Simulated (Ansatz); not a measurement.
## As under changes of volume

One of the cells (22.434 Å³/atom); the others are scaled copies at fixed shape and fractional positions:

```
CELL_PARAMETERS angstrom
1.82500 -5.50000 0.00000
1.82500 5.50000 0.00000
0.00000 0.00000 4.47000
ATOMIC_POSITIONS crystal
As 0.39000 0.61000 0.56000
As 0.89000 0.11000 0.94000
As 0.61000 0.39000 0.44000
As 0.11000 0.89000 0.06000
```

This isn't the form of As at room conditions, which is rhombohedral.

```yaml
Program: Ansatz 0.2.0
Functional: r2SCAN
Potentials_or_basis: Ansatz PAW
Cutoff: "500 eV (not typed: the program's choice for these potentials)"
k_mesh: 8 × 8 × 6
Occupations: fermi-dirac, width 0.05 eV
Spin: no spin polarisation
```

| volume (Å³/atom) | energy over the lowest point (meV/atom) | pressure (GPa) | gap on the mesh (eV) | largest force (eV/Å) |
| --- | --- | --- | --- | --- |
| 21.088 | ? | ? | ? | ? |
| 21.536 | 18.54 | 4.7 | 0.18 | 0.182 |
| 21.985 | 7.81 | 3.0 | 0.20 | 0.256 |
| 22.434 | 1.78 | 1.4 | 0.19 | 0.381 |
| 22.882 | 0.00 | -0.1 | 0.17 | 0.512 |
| 23.331 | 2.05 | -1.4 | 0.16 | 0.639 |
| 23.780 | 7.56 | -2.5 | 0.13 | 0.760 |

Task: What does the run at 21.088 Å³/atom give?

Result: Energy over the lowest point 34.50 meV/atom; pressure 6.7 GPa; gap on the mesh 0.13 eV; largest force 0.248 eV/Å.

Worked out: A Birch-Murnaghan fit of order 3 (a polynomial in V^(-2/3)) to the other rows has its minimum at 22.86 Å³/atom with B0 = V·E''(V) = 70 GPa and B' = 4.2 at fixed shape and positions, which overstates the stiffness. It gives 34.45 meV/atom at 21.088 Å³/atom, against the run's 34.50, and -dE/dV = 6.7 GPa, against 6.7. A parabola through the other rows of the gap, of slope 1.1 eV per unit of ln V there, extrapolates to 0.17 eV, against the run's 0.13.

Energies are extrapolated to zero smearing.

Caveats: the PAW data sets come from PBE, with cores solved anew for the run's functional, which leaves a small shift of forces and pressure.

A mesh can miss the band edges. Spin-orbit coupling on As is left out.
